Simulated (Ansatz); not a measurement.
# BN (F-43m): G0W0 and the choice of datasets

```
B N
1.0
     0.00000    1.74665    1.74665
     1.74665    0.00000    1.74665
     1.74665    1.74665    0.00000
B N
1 1
Direct
  0.00000 0.00000 0.00000
  0.25000 0.25000 0.25000
```

Held fixed (Ansatz):

* orbitals: r²SCAN
* k mesh: 4×4×4
* empty bands: 69
* response cutoff: 200 eV
* frequencies: contour deformation
* q → 0 term: analytic weight of Carrier, Rohra and Görling
* band sums: cut at the band count

The gap is read from Γ to k = (0, -0.5, -0.5), linearised, between the Kohn-Sham band edges among the points solved. ε∞ is the electronic dielectric constant on this mesh.

```json
{"datasets, wave cutoff": "all-electron, 2970 eV", "KS gap (eV)": "5.09", "G0W0 gap (eV)": "6.41", "ε∞": "4.6"}
{"datasets, wave cutoff": "hard PAW, 700 eV", "KS gap (eV)": "5.09", "G0W0 gap (eV)": "6.41", "ε∞": "4.6"}
{"datasets, wave cutoff": "hand-made PAW, accurate, 900 eV", "KS gap (eV)": "5.10", "G0W0 gap (eV)": "6.42", "ε∞": "4.6"}
{"datasets, wave cutoff": "hand-made PAW, 870 eV", "KS gap (eV)": "5.10", "G0W0 gap (eV)": "6.42", "ε∞": "4.6"}
{"datasets, wave cutoff": "JTH PAW, 700 eV", "KS gap (eV)": "5.06", "G0W0 gap (eV)": "6.36", "ε∞": "4.6"}
{"datasets, wave cutoff": "soft PAW (1st gen.), 500 eV", "KS gap (eV)": "5.09", "G0W0 gap (eV)": "6.38", "ε∞": "4.6"}
{"datasets, wave cutoff": "norm-conserving, 1252 eV", "KS gap (eV)": "5.11", "G0W0 gap (eV)": "6.39", "ε∞": "4.6"}
```

Farthest from all-electron, 2970 eV in the G0W0 gap: JTH PAW, 700 eV (-0.04 eV). The nearest differs by 0.005 eV.

The cell is a model at fixed atoms and needn't be the relaxed known crystal. The PAW or pseudopotential files were made with PBE. Soft PAW datasets can miss an all-electron G0W0 gap by more than 5 %. With norm-conserving pseudopotentials the core–valence exchange is only approximate, which can shift gaps by tenths of an eV and RPA lattice constants by most of a per cent. Points k are given in fractions of the reciprocal vectors. The mesh is coarse, so these are values at the stated settings, not converged ones. Band sums or response are cut, so the gap isn't at its basis limit. The gap is read on the mesh, and the crystal's band edges can lie off it. With r²SCAN or HSE06 the Kohn-Sham levels are generalised ones. Meshes this coarse can overestimate the dielectric constant by a tenth and more.
